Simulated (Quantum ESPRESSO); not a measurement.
# ZrO2 under changes of volume

One of the cells (11.158 Å³/atom); the others are scaled copies at fixed shape and fractional positions:

```
Zr O
1.0
     3.59610    0.00000    0.00000
     0.00000    3.59610    0.00000
     0.00000    0.00000    5.17700
Zr O
2 4
Direct
  0.50000 0.50000 0.50000
  0.00000 0.00000 0.00000
  0.50000 0.00000 0.79700
  0.50000 0.00000 0.29700
  0.00000 0.50000 0.70300
  0.00000 0.50000 0.20300
```

```yaml
Program: Quantum ESPRESSO 7.5
Functional: PBE
Potentials_or_basis: GBRV 1.5 PBE
Cutoff: 612 eV
Density_cutoff: 4898 eV
k_mesh: 7 × 7 × 5
Occupations: fermi-dirac, width 0.05 eV
Spin: no spin polarisation
```

| volume (Å³/atom) | energy over the lowest point (meV/atom) | pressure (GPa) | gap on the mesh (eV) | largest force (eV/Å) |
| --- | --- | --- | --- | --- |
| 10.489 | ? | ? | ? | ? |
| 10.712 | 34.45 | 16.5 | 4.14 | 0.160 |
| 10.935 | 15.42 | 10.6 | 4.08 | 0.056 |
| 11.158 | 4.19 | 5.3 | 4.03 | 0.041 |
| 11.381 | 0.00 | 0.5 | 3.97 | 0.131 |
| 11.604 | 2.16 | -3.8 | 3.91 | 0.215 |
| 11.828 | 10.06 | -7.7 | 3.84 | 0.293 |

What does the run at 10.489 Å³/atom give?

Energy over the lowest point 62.11 meV/atom; pressure 23.0 GPa; gap on the mesh 4.20 eV; largest force 0.272 eV/Å.

Worked out: A Birch-Murnaghan fit of order 3 (a polynomial in V^(-2/3)) to the other rows has its minimum at 11.41 Å³/atom with B0 = V·E''(V) = 229 GPa and B' = 4.3 at fixed shape and positions, which overstates the stiffness. It gives 62.17 meV/atom at 10.489 Å³/atom, against the run's 62.11, and -dE/dV = 23.3 GPa, against 23.0. A straight line through the other rows of the gap, of slope -2.98 eV per unit of ln V, extrapolates to 4.21 eV, against the run's 4.20.

Energies are extrapolated to zero smearing.

Caveats: an odd mesh through Γ misses points on the zone boundary, where band edges often lie. Spin-orbit coupling on Zr is left out.
